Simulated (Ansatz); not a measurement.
# Ge under changes of volume

One of the cells (22.833 Å³/atom); the others are scaled copies at fixed shape and fractional positions:

```
Ge
1.0
     3.99759    0.00000    0.00000
    -1.99879    3.46201    0.00000
     0.00000    0.00000    6.59938
Ge
4
Direct
  0.33333 0.66667 0.93710
  0.66667 0.33333 0.43710
  0.33333 0.66667 0.56290
  0.66667 0.33333 0.06290
```

This isn't the form of Ge at room conditions, which is diamond.

| Quantity | Value |
| --- | --- |
| Program | Ansatz 0.2.0 |
| Functional | LDA |
| Potentials or basis | Ansatz PAW |
| Cutoff | 420 eV (not typed: the program's choice for these potentials) |
| k mesh | 8 × 8 × 4 |
| Occupations | fermi-dirac, width 0.05 eV |
| Spin | no spin polarisation |

```tsv
volume (Å³/atom)	energy over the lowest point (meV/atom)	pressure (GPa)	largest force (eV/Å)
21.463	4.92	2.5	0.015
21.920	0.23	0.8	0.007
22.377	0.00	-0.6	0.003
22.833	3.67	-1.9	0.003
23.290	?	?	?
23.747	21.32	-4.2	0.022
24.203	34.54	-5.1	0.030
```

Question: What does the run at 23.290 Å³/atom give?

Answer: Energy over the lowest point 10.91 meV/atom; pressure -3.1 GPa; largest force 0.012 eV/Å.

Worked out: A Birch-Murnaghan fit of order 3 (a polynomial in V^(-2/3)) to the other rows has its minimum at 22.17 Å³/atom with B0 = V·E''(V) = 71 GPa and B' = 4.4 at fixed shape and positions, which overstates the stiffness. It gives 10.91 meV/atom at 23.290 Å³/atom, against the run's 10.91, and -dE/dV = -3.1 GPa, against -3.1.

Energies are extrapolated to zero smearing.

Caveats: the PAW data sets come from PBE, with cores solved anew for the run's functional, which leaves a small shift of forces and pressure.
